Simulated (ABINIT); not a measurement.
# MoP (P-6m2) in ABINIT: a series of runs

One crystal, MoP, is run at these levels: HCTH407, revPBE; tasks: equation of state.

Everything below comes from runs of ABINIT 10.8.3 (patched build). Logs are shortened: lines on timing, memory, paths and dates and some standing lists are left out, and cuts for length are marked. The log counts tension as positive stress, the text compression.

### Step 1. The crystal as given

It takes space group P-6m2 (No. 187, hexagonal). Conventional cell: a = 3.223 Å, b = 3.223 Å, c = 3.191 Å, α = 90.00°, β = 90.00°, γ = 120.00°. Mo (site symmetry -6m2) is surrounded by 6 P at 2.45 Å. P (site symmetry -6m2) is surrounded by 6 Mo at 2.45 Å.

### Step 2. Equation of state, HCTH407

Contents of run.abi:

```
# Datasets: one volume each
ndtset 7
getwfk -1
scalecart1 3*0.9795861087
scalecart2 3*0.9864848297
scalecart3 3*0.9932883884
scalecart4 3*1.0000000000
scalecart5 3*1.0066227096
scalecart6 3*1.0131594038
scalecart7 3*1.0196128224

# Pseudopotentials
pp_dirpath "./"
pseudos "Mo.GGA_PBE-JTH.xml, P.GGA_PBE-JTH.xml"

# Structure
acell 6.0905872997 6.0905872997 6.0301160637
rprim
     1.0000000000     0.0000000000     0.0000000000
    -0.5000000000     0.8660254038     0.0000000000
     0.0000000000     0.0000000000     1.0000000000
ntypat 2
znucl 42 15
natom 2
typat 1 2
xred
     0.0000000000     0.0000000000     0.0000000000
     0.3333333333     0.6666666667     0.5000000000

# Plane-wave basis
ecut 20.0
pawecutdg 40.0

# k points
kptopt 1
ngkpt 10 10 8
nshiftk 1
shiftk 0.0 0.0 0.0

# Exchange and correlation
ixc 27

# Bands and occupations
nband 14
occopt 3
tsmear 0.05 eV

# SCF cycle
nstep 100
tolvrs 1.0e-9

# Output
iomode 3
prtwf 1
prtden 0
prteig 0
prtebands 0
```

Potentials or basis: JTH PAW PBE v2.0.

Started as:

```
> abinit run.abi > log 2>&1
```

run.abo:

```text
.Version 10.8.3 of ABINIT
 DATASET    1 : space group P-6 m 2 (#187); Bravais hP (primitive hexag.)
================================================================================
 Values of the parameters that define the memory need for DATASET  1.
     intxc =       0    ionmov =       0      iscf =       7    lmnmax =      18
     lnmax =       6     mgfft =      27  mpssoang =       3    mqgrid =    3001
     natom =       2  nloc_mem =       2    nspden =       1   nspinor =       1
    nsppol =       1      nsym =      12    n1xccc =       1    ntypat =       2
    occopt =       3   xclevel =       2
       mpw =         802          nfft =       17496          nkpt =          70
 PAW method is used; the additional fine FFT grid is defined by:
   mgfftf=        36    nfftf =     46656
================================================================================
================================================================================
[... 71 lines left out ...]
 DATASET    7 : space group P-6 m 2 (#187); Bravais hP (primitive hexag.)
================================================================================
 Values of the parameters that define the memory need for DATASET  7.
     intxc =       0    ionmov =       0      iscf =       7    lmnmax =      18
     lnmax =       6     mgfft =      27  mpssoang =       3    mqgrid =    3001
     natom =       2  nloc_mem =       2    nspden =       1   nspinor =       1
    nsppol =       1      nsym =      12    n1xccc =       1    ntypat =       2
    occopt =       3   xclevel =       2
       mpw =         888          nfft =       19683          nkpt =          70
 PAW method is used; the additional fine FFT grid is defined by:
   mgfftf=        36    nfftf =     46656
================================================================================
================================================================================

--------------------------------------------------------------------------------
------------- Echo of variables that govern the present computation ------------
--------------------------------------------------------------------------------
 -outvars: echo values of preprocessed input variables --------
            acell      6.0905872997E+00  6.0905872997E+00  6.0301160637E+00 Bohr
              amu      9.59400000E+01  3.09737620E+01
             ecut      2.00000000E+01 Hartree
           getwfk          -1
             iscf           7
                       outvar_i_n : Printing only first  50 k-points.
              ixc          27
           jdtset        1    2    3    4    5    6    7
                       outvar_i_n : Printing only first  50 k-points.
         kptrlatt       10    0    0      0   10    0      0    0    8
          kptrlen1     4.72561434E+01
          kptrlen2     4.75889441E+01
          kptrlen3     4.79171541E+01
          kptrlen4     4.82409285E+01
          kptrlen5     4.85604142E+01
          kptrlen6     4.88757504E+01
          kptrlen7     4.91870693E+01
            natom           2
            nband          14
[... 126 lines left out ...]

--- Pseudopotential description ------------------------------------------------
- pspini: atom type   1  psp file is ./Mo.GGA_PBE-JTH.xml
 Pseudopotential format is: paw10
 basis_size (lnmax)=  6 (lmn_size= 18), orbitals=   0   0   1   1   2   2
 Spheres core radius: rc_sph= 2.20740211
 Shapefunction is SIN type: shapef(r)=[sin(pi*r/rshp)/(pi*r/rshp)]**2
 Radius for shape functions =  1.91008465
 Compensation charge density is not taken into account in XC energy/potential

- pspini: atom type   2  psp file is ./P.GGA_PBE-JTH.xml
 Pseudopotential format is: paw10
 basis_size (lnmax)=  4 (lmn_size=  8), orbitals=   0   0   1   1
 Spheres core radius: rc_sph= 1.60765221
 Shapefunction is SIN type: shapef(r)=[sin(pi*r/rshp)/(pi*r/rshp)]**2
 Radius for shape functions =  1.60765221
 Compensation charge density is not taken into account in XC energy/potential

   5.34875619E+02                                ecore*ucvol(ha*bohr**3)
--------------------------------------------------------------------------------

================================================================================

--- !BeginCycle
iteration_state: {dtset: 1, }
solver: {iscf: 7, nstep: 100, nline: 4, wfoptalg: 10, }
tolerances: {tolvrs: 1.00E-09, }
...
[... 1249 lines left out ...]
-Cartesian components of stress tensor (GPa)         [Pressure= -1.6606E+01 GPa]
- sigma(1 1)=  1.47105703E+01  sigma(3 2)=  0.00000000E+00
- sigma(2 2)=  1.47105703E+01  sigma(3 1)=  0.00000000E+00
- sigma(3 3)=  2.03958663E+01  sigma(2 1)=  0.00000000E+00

== END DATASET(S) ==============================================================
================================================================================

 -outvars: echo values of variables after computation  --------
            acell      6.0905872997E+00  6.0905872997E+00  6.0301160637E+00 Bohr
           etotal1    -7.5830734088E+01
           etotal2    -7.5831416656E+01
           etotal3    -7.5831440888E+01
           etotal4    -7.5830877170E+01
           etotal5    -7.5829790651E+01
           etotal6    -7.5828236263E+01
           etotal7    -7.5826266657E+01
            fcart1     7.2209997135E-28  4.1690461283E-28 -0.0000000000E+00
                      -7.2209997135E-28 -4.1690461283E-28 -0.0000000000E+00
            fcart2     2.6889380850E-28  1.5524591272E-28 -0.0000000000E+00
                      -2.6889380850E-28 -1.5524591272E-28 -0.0000000000E+00
            fcart3    -0.0000000000E+00 -4.1115346978E-28 -0.0000000000E+00
                      -0.0000000000E+00  4.1115346978E-28 -0.0000000000E+00
            fcart4    -0.0000000000E+00 -0.0000000000E+00 -0.0000000000E+00
                      -0.0000000000E+00 -0.0000000000E+00 -0.0000000000E+00
            fcart5     2.1959540249E-29  1.2678346474E-29 -0.0000000000E+00
                      -2.1959540249E-29 -1.2678346474E-29 -0.0000000000E+00
[... 38 lines left out ...]
                       0.0000000000E+00  0.0000000000E+00  0.0000000000E+00
           xangst1     0.0000000000E+00  0.0000000000E+00  0.0000000000E+00
                       1.9913916037E-17  1.8228137492E+00  1.5629296354E+00
           xangst2     0.0000000000E+00  0.0000000000E+00  0.0000000000E+00
                       1.9502493701E-17  1.8356508886E+00  1.5739365447E+00
           xangst3     0.0000000000E+00  0.0000000000E+00  0.0000000000E+00
                       9.7430709705E-17  1.8483109501E+00  1.5847916226E+00
           xangst4     0.0000000000E+00  0.0000000000E+00  0.0000000000E+00
                      -4.5130729560E-16  1.8607999164E+00  1.5954999989E+00
           xangst5     0.0000000000E+00  0.0000000000E+00  0.0000000000E+00
                      -2.9503433111E-16  1.8731234538E+00  1.6060665321E+00
           xangst6     0.0000000000E+00  0.0000000000E+00  0.0000000000E+00
                      -4.5209208928E-16  1.8852869339E+00  1.6164958277E+00
           xangst7     0.0000000000E+00  0.0000000000E+00  0.0000000000E+00
                      -4.5247695491E-16  1.8972954547E+00  1.6267922570E+00
             xred      0.0000000000E+00  0.0000000000E+00  0.0000000000E+00
                       3.3333333333E-01  6.6666666667E-01  5.0000000000E-01
 Calculation completed.
```

Wall time 2.5 min (1 thread of Arm Neoverse V2, shared host); peak memory 0.15 GiB.

What came out:

* Equilibrium volume: 13.93 Å³/atom
* Bulk modulus at fixed shape and positions: 228 GPa
* Pressure derivative of the bulk modulus: 4.6

Energy against volume, from the lowest point:
| volume (Å³/atom) | energy (meV/atom) |
| --- | --- |
| 13.492 | 9.62 |
| 13.779 | 0.33 |
| 14.066 | 0.00 |
| 14.353 | 7.67 |
| 14.640 | 22.45 |
| 14.927 | 43.60 |
| 15.214 | 70.40 |

Caveat: pressures at fixed basis lie under the slope of the energies; the cell was scaled at fixed shape and fractional positions, which overstates the stiffness of a crystal with free parameters, most of all of layers and chains; the PAW data sets were made with another functional, which shifts forces and pressure a little.

### Step 3. Equation of state, revPBE

run.abi, as its differences from that of step 2:

```diff
@@ -1,2 +1 @@
-# Datasets: one volume each
 ndtset 7
@@ -11,3 +10,2 @@
 
-# Pseudopotentials
 pp_dirpath "./"
@@ -15,3 +13,2 @@
 
-# Structure
 acell 6.0905872997 6.0905872997 6.0301160637
@@ -29,3 +26,2 @@
 
-# Plane-wave basis
 ecut 20.0
@@ -33,3 +29,2 @@
 
-# k points
 kptopt 1
@@ -39,11 +34,8 @@
 
-# Exchange and correlation
-ixc 27
+ixc 14
 
-# Bands and occupations
 nband 14
 occopt 3
-tsmear 0.05 eV
+tsmear 0.00183747
 
-# SCF cycle
 nstep 100
@@ -51,3 +43,2 @@
 
-# Output
 iomode 3
@@ -57 +48,2 @@
 prtebands 0
+enunit 2
```

Potentials or basis: JTH PAW PBE v2.0.

Started as:

```
> abinit run.abi > log 2>&1
```

Run time: 2 min. Hardware: 1 thread of Arm Neoverse V2, shared host; peak memory 0.15 GiB.

The run converged. Its results:

| Item | Value |
| --- | --- |
| Equilibrium volume | 14.66 Å³/atom |
| Bulk modulus at fixed shape and positions | 218 GPa |
| Pressure derivative of the bulk modulus | 4.4 |

Energy against volume, from the lowest point:
```csv
volume (Å³/atom),energy (meV/atom)
13.492,73.60
13.779,40.34
14.066,17.67
14.353,4.55
14.640,0.00
14.927,3.18
15.214,13.28
```

Caveat: pressures at fixed basis lie under the slope of the energies; the cell was scaled at fixed shape and fractional positions, which overstates the stiffness of a crystal with free parameters, most of all of layers and chains; the PAW data sets were made with another functional, which shifts forces and pressure a little.
